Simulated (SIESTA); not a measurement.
Runs of SIESTA 5.4.2 on Ni. The structure is hexagonal, space group P6_3/mmc (No. 194). The conventional cell has a = 2.448 Å, b = 2.448 Å, c = 4.073 Å, α = 90.00°, β = 90.00°, γ = 120.00°. Ni (site symmetry -6m2) has 12 Ni at 2.45 to 2.48 Å as nearest neighbours. This isn't the form of Ni at room conditions, which is fcc.

| task | level | potentials or basis | k mesh | gap on the mesh (eV) | pressure (GPa) | moment (μB) | V0 of scaled cells (Å³/atom) | B0 (GPa) |
| --- | --- | --- | --- | --- | --- | --- | --- | --- |
| band structure | PBEsol | PseudoDojo 0.4 standard (PBEsol files), DZP (energy shift 0.003 Ry; two zetas on semicore shells) | 12 × 12 × 7 | none | -3.5 | (c) | - | - |
| equation of state | PBEsol | PseudoDojo 0.4 standard (PBEsol files), DZP (energy shift 0.003 Ry; two zetas on semicore shells) | 9 × 9 × 5 | - | - | - | 10.38 | 238 |
| band structure | LDA | PseudoDojo 0.4 standard (LDA files), DZP (energy shift 0.003 Ry; two zetas on semicore shells) | 12 × 12 × 7 | none | (b) | 1.26 | - | - |
| equation of state | PBEsol | PseudoDojo 0.4 standard (PBEsol files), DZP (energy shift 0.003 Ry; two zetas on semicore shells) | 12 × 12 × 7 | - | - | - | (a) | 235 |
| equation of state | LDA | PseudoDojo 0.4 standard (LDA files), DZP (energy shift 0.003 Ry; two zetas on semicore shells) | 9 × 9 × 5 | - | - | - | 10.05 | 265 |

Alike in all rows: spin collinear, ferromagnetic start; cell as given; smearing fermi-dirac 0.05 eV; grid cutoff 800 Ry; energy shift 0.003 Ry.

Q: Fill in the values left out.

A: (a) 10.41; (b) -11.3; (c) 1.33.

Caveats: short orbitals over semicore shells can move pressures by several GPa; the basis of atomic orbitals isn't converged, which shifts pressures, moduli and gaps; the cell was scaled at fixed shape and fractional positions, which overstates the stiffness of a crystal with free parameters, most of all of layers and chains (some runs).

A k mesh can miss the band edges.

A gap of «none» marks a metal or a gap under the smearing width.

Not every run made on this cell is shown here.
